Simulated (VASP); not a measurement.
Here is a VASP 6.6.1 calculation.

The input POSCAR:

```
NaH
1.0
    0.0000000000      2.3972135880      2.3972135880
    2.3972135880      0.0000000000      2.3972135880
    2.3972135880      2.3972135880      0.0000000000
Na H
1 1
Direct
    0.0000000000      0.0000000000      0.0000000000
    0.5000000000      0.5000000000      0.5000000000
```

Contents of INCAR.step1:

```
PREC = Accurate
ENCUT = 520
ISMEAR = 0
SIGMA = 0.02
LREAL = F
LASPH = T
NELM = 60
NBANDS = 11
GGA = PE
ALGO = Normal
EDIFF = 1E-4
LWAVE = T
LCHARG = F
```

File INCAR.step2:

```
PREC = Accurate
ENCUT = 520
EDIFF = 1E-7
ISMEAR = 0
SIGMA = 0.02
LREAL = F
LASPH = T
NELM = 60
ALGO = Normal
ISIF = 2
LWAVE = F
LCHARG = F
METAGGA = R2SCAN
LMIXTAU = T
NBANDS = 11
ISTART = 1
```

File KPOINTS:

```
Automatic mesh
0
Gamma
  8 8 8
```

Potentials or basis: VASP PAW PBE potentials, release 64 (Na_pv, H).

Command:

```sh
$ cat potpaw_PBE.64/Na_pv/POTCAR potpaw_PBE.64/H/POTCAR > POTCAR
$ cp INCAR.step1 INCAR
$ mpirun -np 1 vasp_std > vasp.out
$ cp INCAR.step2 INCAR
$ mpirun -np 1 vasp_std > vasp.out
```

(1) Estimate the band gap on the k mesh.

(2) What does it give for the pressure?

Results:

(1) 4.41 eV, indirect (least direct gap 5.26 eV).

(2) -0.3 GPa.

Caveat: the PAW data sets were made with another functional, which shifts forces and pressure a little.
